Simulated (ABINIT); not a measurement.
# TePb (Fm-3m) in ABINIT: notebook, part 2 of 2

ABINIT 10.8.3 (patched build).

## 3. Equation of state, PBE+D3

File run.abi:

```
# Datasets: one volume each
ndtset 7
getwfk -1
scalecart1 3*0.9795861087
scalecart2 3*0.9864848297
scalecart3 3*0.9932883884
scalecart4 3*1.0000000000
scalecart5 3*1.0066227096
scalecart6 3*1.0131594038
scalecart7 3*1.0196128224

# Pseudopotentials
pp_dirpath "./"
pseudos "Pb.GGA_PBE-JTH.xml, Te.GGA_PBE-JTH.xml"

# Structure
acell 4.56932402 4.56932402 4.56932402 Angstrom
rprim
     0.0000000000     0.7071067812     0.7071067812
     0.7071067812     0.0000000000     0.7071067812
     0.7071067812     0.7071067812     0.0000000000
ntypat 2
znucl 82 52
natom 2
typat 1 2
xred
     0.0000000000     0.0000000000     0.0000000000
     0.5000000000     0.5000000000     0.5000000000

# Plane-wave basis
ecut 598.650497 eV
pawecutdg 44.0
pawxcdev 0

# k points
kptopt 1
ngkpt 7 7 7
nshiftk 1
shiftk 0.0 0.0 0.0

# Exchange and correlation
ixc 11
vdw_xc 6

# Bands and occupations
nband 14
occopt 3
tsmear 0.05 eV

# SCF cycle
nstep 100
tolvrs 1.0e-9

# Output
iomode 3
prtwf 1
prtden 0
prteig 0
prtebands 0
enunit 2
```

Potentials or basis: JTH PAW PBE v2.0.

Launch:

```console
$ abinit run.abi > log 2>&1
```

Run time: 3.5 min. Hardware: 1 thread of Arm Neoverse N1, shared host; peak memory 0.18 GiB.

It converged, with:

| Quantity | Value |
| --- | --- |
| Equilibrium volume | 34.56 Å³/atom |
| Bulk modulus | 39 GPa |
| Pressure derivative of the bulk modulus | 5.7 (rough: it moves with the points fitted) |

Energy against volume, from the lowest point:
| volume (Å³/atom) | energy (meV/atom) |
| --- | --- |
| 31.706 | 35.10 |
| 32.380 | 19.56 |
| 33.055 | 8.85 |
| 33.730 | 2.48 |
| 34.404 | 0.00 |
| 35.079 | 0.92 |
| 35.753 | 4.60 |

Caveat: pressures at fixed basis lie under the slope of the energies.

## 4. Equation of state, PBE+D3(BJ)

Edit run.abi of step 3 so:

```diff
@@ -42,3 +42,3 @@
 ixc 11
-vdw_xc 6
+vdw_xc 7
```

Potentials or basis: JTH PAW PBE v2.0.

Launch:

```console
$ abinit run.abi > log 2>&1
```

run.abo:

```text
.Version 10.8.3 of ABINIT
 DATASET    1 : space group Fm -3 m (#225); Bravais cF (face-center cubic)
================================================================================
 Values of the parameters that define the memory need for DATASET  1.
     intxc =       0    ionmov =       0      iscf =      17    lmnmax =      18
     lnmax =       6     mgfft =      36  mpssoang =       3    mqgrid =    3001
     natom =       2  nloc_mem =       2    nspden =       1   nspinor =       1
    nsppol =       1      nsym =      48    n1xccc =       1    ntypat =       2
    occopt =       3   xclevel =       2
       mpw =        2129          nfft =       46656          nkpt =          20
 PAW method is used; the additional fine FFT grid is defined by:
   mgfftf=        54    nfftf =    157464
================================================================================
================================================================================
[... 71 lines left out ...]
 DATASET    7 : space group Fm -3 m (#225); Bravais cF (face-center cubic)
================================================================================
 Values of the parameters that define the memory need for DATASET  7.
     intxc =       0    ionmov =       0      iscf =      17    lmnmax =      18
     lnmax =       6     mgfft =      40  mpssoang =       3    mqgrid =    3001
     natom =       2  nloc_mem =       2    nspden =       1   nspinor =       1
    nsppol =       1      nsym =      48    n1xccc =       1    ntypat =       2
    occopt =       3   xclevel =       2
       mpw =        2393          nfft =       64000          nkpt =          20
 PAW method is used; the additional fine FFT grid is defined by:
   mgfftf=        54    nfftf =    157464
================================================================================
================================================================================

--------------------------------------------------------------------------------
------------- Echo of variables that govern the present computation ------------
--------------------------------------------------------------------------------
 -outvars: echo values of preprocessed input variables --------
            acell      8.6347709783E+00  8.6347709783E+00  8.6347709783E+00 Bohr
              amu      2.07200000E+02  1.27600000E+02
             ecut      2.20000000E+01 Hartree
           enunit           2
[... 537 lines left out ...]

 getcut : COMMENT -
  Note that boxcut > 2.2 ; recall that boxcut=Gcut(box)/Gcut(sphere) = 2
  is sufficient for exact treatment of convolution.
  Such a large boxcut is a waste : you could raise ecut
  e.g. ecut=   26.833503 Hartrees makes boxcut=2

 Fine grid specifications (used for densities):

 getcut: wavevector=  0.0000  0.0000  0.0000  ngfft=  54  54  54
         ecut(hartree)=     44.000   => boxcut(ratio)=   2.10924
--------------------------------------------------------------------------------
[... 921 lines left out ...]
-Cartesian components of stress tensor (GPa)         [Pressure= -1.8053E+00 GPa]
- sigma(1 1)=  1.80527371E+00  sigma(3 2)=  0.00000000E+00
- sigma(2 2)=  1.80527371E+00  sigma(3 1)=  0.00000000E+00
- sigma(3 3)=  1.80527371E+00  sigma(2 1)=  0.00000000E+00

== END DATASET(S) ==============================================================
================================================================================

 -outvars: echo values of variables after computation  --------
            acell      8.6347709783E+00  8.6347709783E+00  8.6347709783E+00 Bohr
           etotal1    -6.9582320570E+01
           etotal2    -6.9583143215E+01
           etotal3    -6.9583626071E+01
           etotal4    -6.9583805453E+01
           etotal5    -6.9583714879E+01
           etotal6    -6.9583391511E+01
           etotal7    -6.9582891731E+01
            fcart1    -0.0000000000E+00 -0.0000000000E+00 -0.0000000000E+00
                      -0.0000000000E+00 -0.0000000000E+00 -0.0000000000E+00
            fcart2    -0.0000000000E+00 -0.0000000000E+00 -0.0000000000E+00
                      -0.0000000000E+00 -0.0000000000E+00 -0.0000000000E+00
            fcart3    -0.0000000000E+00 -0.0000000000E+00 -0.0000000000E+00
                      -0.0000000000E+00 -0.0000000000E+00 -0.0000000000E+00
            fcart4    -0.0000000000E+00 -0.0000000000E+00 -0.0000000000E+00
                      -0.0000000000E+00 -0.0000000000E+00 -0.0000000000E+00
            fcart5    -0.0000000000E+00 -0.0000000000E+00 -0.0000000000E+00
                      -0.0000000000E+00 -0.0000000000E+00 -0.0000000000E+00
[... 38 lines left out ...]
                       0.0000000000E+00  0.0000000000E+00  0.0000000000E+00
           xangst1     0.0000000000E+00  0.0000000000E+00  0.0000000000E+00
                       3.1650427173E+00  3.1650427173E+00  3.1650427173E+00
           xangst2     0.0000000000E+00  0.0000000000E+00  0.0000000000E+00
                       3.1873324848E+00  3.1873324848E+00  3.1873324848E+00
           xangst3     0.0000000000E+00  0.0000000000E+00  0.0000000000E+00
                       3.2093147830E+00  3.2093147830E+00  3.2093147830E+00
           xangst4     0.0000000000E+00  0.0000000000E+00  0.0000000000E+00
                       3.2310000000E+00  3.2310000000E+00  3.2310000000E+00
           xangst5     0.0000000000E+00  0.0000000000E+00  0.0000000000E+00
                       3.2523979748E+00  3.2523979748E+00  3.2523979748E+00
           xangst6     0.0000000000E+00  0.0000000000E+00  0.0000000000E+00
                       3.2735180337E+00  3.2735180337E+00  3.2735180337E+00
           xangst7     0.0000000000E+00  0.0000000000E+00  0.0000000000E+00
                       3.2943690292E+00  3.2943690292E+00  3.2943690292E+00
             xred      0.0000000000E+00  0.0000000000E+00  0.0000000000E+00
                       5.0000000000E-01  5.0000000000E-01  5.0000000000E-01
 Calculation completed.
```

Wall time 3.6 min (1 thread of Arm Neoverse N1, shared host); peak memory 0.18 GiB.

What came out:

| Item | Value |
| --- | --- |
| Equilibrium volume | 33.83 Å³/atom |
| Bulk modulus | 42 GPa |
| Pressure derivative of the bulk modulus | 6.3 (rough: it moves with the points fitted) |

Energy against volume, from the lowest point:
```
volume (Å³/atom)  energy (meV/atom)
          31.706              20.20
          32.380               9.01
          33.055               2.44
          33.730               0.00
          34.404               1.23
          35.079               5.63
          35.753              12.43
```

Caveat: pressures at fixed basis lie under the slope of the energies.

## 5. Summary

| level | V0 of scaled cells (Å³/atom) | B0 (GPa) |
| --- | --- | --- |
| PBE | 35.42 | 39 |
| PBE+D3 | 34.56 | 39 |
| PBE+D3(BJ) | 33.83 | 42 |

Alike in all rows: task equation of state; potentials or basis JTH PAW PBE v2.0; no spin polarisation; cell as given; k mesh 7 × 7 × 7; cutoff (eV) 599; smearing fermi-dirac 0.05 eV.

Caveats: pressures at fixed basis lie under the slope of the energies.

Absolute energies hang on the potentials; compare differences alone.
